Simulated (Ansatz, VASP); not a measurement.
**One calculation of Sb, two programs**

```xyz
1
Lattice="0.0000 2.3712 2.3712 2.3712 0.0000 2.3712 2.3712 2.3712 0.0000" Properties=species:S:1:pos:R:3 pbc="T T T"
Sb    0.0000    0.0000    0.0000
```

This isn't the form of Sb at room conditions, which is rhombohedral.

Alike in both runs: task single point; functional PBE; k mesh 10 × 10 × 10; occupations gaussian, width 0.016 eV; no spin polarisation.

|  | VASP | Ansatz |
| --- | --- | --- |
| version | VASP 6.6.1 | Ansatz 0.2.0 |
| potentials or method | VASP PAW PBE potentials, release 64 (Sb) | Ansatz PAW |
| plane-wave cutoff (eV) | 520 | 420 |
| valence electrons in the cell | 5 | 15 |

|  | VASP | Ansatz | Ansatz less VASP |
| --- | --- | --- | --- |
| gap on the k mesh at the Fermi level (eV) | none | none | - |
| pressure (GPa) | 1.8 | 2.0 | +0.17 |

A gap of «none» marks a metal or a gap that the smearing closes. The two sets of potentials don't hold the same shells in valence.

The runs have no spin-orbit coupling, so splittings on Sb are missing.
